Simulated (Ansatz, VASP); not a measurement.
## Two plane-wave programs on Zn

```
CELL_PARAMETERS angstrom
-1.50564 1.50564 1.56586
1.50564 -1.50564 1.56586
1.50564 1.50564 -1.56586
ATOMIC_POSITIONS crystal
Zn 0.00000 0.00000 0.00000
```

Change from the starting cell: normal strain along x +0.0000, normal strain along z +0.0400.

Alike in both runs: task single point; functional LDA; k mesh 20 × 20 × 20; occupations gaussian, width 0.15 eV; no spin polarisation.

|  | VASP | Ansatz |
| --- | --- | --- |
| version | VASP 6.6.1 | Ansatz 0.2.0 |
| potentials or method | VASP PAW LDA potentials, release 64 (Zn) | scalar-relativistic, plane waves, PAW |
| plane-wave cutoff (eV) | 520 | 520 |
| valence electrons in the cell | 12 | 12 |

```tsv
	VASP	Ansatz	Ansatz less VASP
gap on the k mesh at the Fermi level (eV)	none	none	-
pressure (GPa)	-2.7	-3.3	-0.63
largest component of the traceless stress (GPa)	1.15	1.16	+0.006
```

A gap of «none» marks a metal or a gap that the smearing closes.
